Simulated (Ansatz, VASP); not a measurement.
Two plane-wave programs on Zn

```xyz
1
Lattice="1.9338 0.0000 0.0000 0.0000 1.9338 0.0000 0.0000 0.0000 1.9338" Properties=species:S:1:pos:R:3 pbc="T T T"
Zn    0.0000    0.0000    0.0000
```

Change from the starting cell: volume scaled by 0.45, PAW files.

Alike in both runs: task single point; functional LDA; k mesh 15 × 15 × 15; occupations fermi-dirac, width 0.1 eV; no spin polarisation.

|  | VASP | Ansatz |
| --- | --- | --- |
| version | VASP 6.6.1 | Ansatz 0.2.0 |
| potentials or method | VASP PAW LDA potentials, release 64 (Zn) | PAW with Ansatz's default frozen-core files, scalar-relativistic |
| plane-wave cutoff (eV) | 520 | 420 |
| valence electrons in the cell | 12 | 12 |

Ansatz gave:

```
pressure (GPa) : 399.1
```

Problem. What did VASP give for the same quantities?

Solution. Pressure (GPa): 411.6.

Caveats: the cell as given lies far from equilibrium; so large a pressure means that the cell lies far from this level's equilibrium, or that cutoff or potentials fall short (VASP).
